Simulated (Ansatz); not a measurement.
ZnSnP2 (I-42d) from a database structure was relaxed with 4 functionals in the plane-wave code Ansatz, cell and atoms free, the symmetry of the start kept (meshes: PBE 6×6×6, r2SCAN 6×6×6, PBEsol 6×6×6, LDA 6×6×6). Calculated for a static, non-magnetic cell.

The PBEsol result:
```
CELL_PARAMETERS angstrom
-2.81068 2.81068 5.64156
2.81068 -2.81068 5.64156
2.81068 2.81068 -5.64156
ATOMIC_POSITIONS crystal
Zn 0.75000 0.25000 0.50000
Zn 0.00000 0.00000 0.00000
Sn 0.25000 0.75000 0.50000
Sn 0.50000 0.50000 0.00000
P 0.37500 0.35055 0.47555
P 0.64945 0.12500 0.02445
P 0.10055 0.62500 0.97555
P 0.87500 0.89945 0.52445
```

The symmetry is I-42d (No. 122, tetragonal); a = 5.621 Å, c = 11.283 Å in the conventional setting, 22.28 Å³ an atom. Zn is surrounded by 4 P at 2.36 Å; Sn is surrounded by 4 P at 2.52 Å; P is surrounded by 2 Zn at 2.36 Å and 2 Sn at 2.52 Å.

(1) Order the functionals by the relaxed volume, smallest first.
A. LDA
B. PBE
C. PBEsol
D. r2SCAN

(2) How does the cell change with r2SCAN?

(3) How does the cell change with LDA?

(4) Held at the r2SCAN cell, what mean stress do LDA and PBE find, and does its sign point to their own minimum?

## Answers

(1) A (21.70 Å³/atom), C (22.28 Å³/atom), D (22.60 Å³/atom), B (23.24 Å³/atom).

(2) a = 5.650 Å, c = 11.327 Å; the volume differs by +1.4 % from PBEsol's. Around Zn lie 4 P at 2.38 Å; around Sn lie 4 P at 2.52 Å; around P lie 2 Zn at 2.38 Å and 2 Sn at 2.52 Å.

(3) a = 5.571 Å, c = 11.187 Å; the volume differs by -2.6 % from PBEsol's. Around Zn lie 4 P at 2.34 Å; around Sn lie 4 P at 2.50 Å; around P lie 2 Zn at 2.34 Å and 2 Sn at 2.50 Å.

(4) Yes. LDA -2.79 GPa, and its relaxed volume is -4.0 % from r2SCAN's; PBE +1.99 GPa, and its relaxed volume is +2.8 % from r2SCAN's. Compression counts positive, so a positive stress asks for a larger cell.
